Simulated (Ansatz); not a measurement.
# HfS2: the cost of one run

Program: Ansatz 0.2.0. Level of theory: DFT LDA, spin-orbit coupling, plane waves, PAW, and further levels as typed in the inputs. These are calculated values, not measurements.

## Step 1: The system as given

The structure is trigonal, space group P-3m1 (No. 164). The conventional cell has a = 3.448 Å, b = 3.448 Å, c = 5.300 Å, α = 90.00°, β = 90.00°, γ = 120.00°. Around Hf (site symmetry -3m) lie 6 S at 2.47 Å. Around S (site symmetry 3m) lie 3 Hf at 2.47 Å.

As a file:

```cif
data_structure
_symmetry_space_group_name_H-M 'P-3m1'
_symmetry_Int_Tables_number 164
_cell_length_a 3.4479
_cell_length_b 3.4479
_cell_length_c 5.2997
_cell_angle_alpha 90.000
_cell_angle_beta 90.000
_cell_angle_gamma 120.000
_cell_volume 54.56
loop_
_atom_site_label
_atom_site_type_symbol
_atom_site_symmetry_multiplicity
_atom_site_Wyckoff_symbol
_atom_site_fract_x
_atom_site_fract_y
_atom_site_fract_z
_atom_site_occupancy
Hf1 Hf 1 a 0.00000 0.00000 0.00000 1
S1 S 2 d 0.66667 0.33333 0.72258 1
```

It is the end of an earlier run, which began from a cell of the Materials Project (structure only).

## Step 2: Single point: HfS2

It takes the final geometry of an earlier run.

Input file input.yaml:

```yaml
crystal:
  lattice:
    - [3.4478532836, 0.0, 0.0]
    - [-1.7239266418, 2.9859285321, 0.0]
    - [0.0, 0.0, 5.2997188603]
  atoms:
    - { symbol: Hf, position: [0.0, 0.0, 0.0] }
    - { symbol: S, position: [0.6666666667, 0.3333333333, 0.7225764034] }
    - { symbol: S, position: [0.3333333333, 0.6666666667, 0.2774235966] }
scf:
  occupations: { method: fixed }
output:
  forces: false
  stress: false
  eigenvalues: true
  eigenstates:
    kpoints: [[0, 0, 0], [0, 0.5, 0], [0, 0.5, 0.5]]
    e_range: [-3, 6]
kpoints:
  mp_grid: { grid: [12, 12, 8] }
hamiltonian:
  xc: lda
magnetization:
  noncollinear: true
  spin_orbit: true
```

The run is started by

```console
> ansatz run input.yaml --threads 4 --pin off --max-ram 12288MiB --backend cpu --events-out ev --progress --plain --runs-dir out
```

What time and memory should one allow on 4 threads of Intel Xeon Platinum 8375C at 2.90GHz (Ice Lake), shared host?

About 18 s, with a peak of 0.9 GiB.
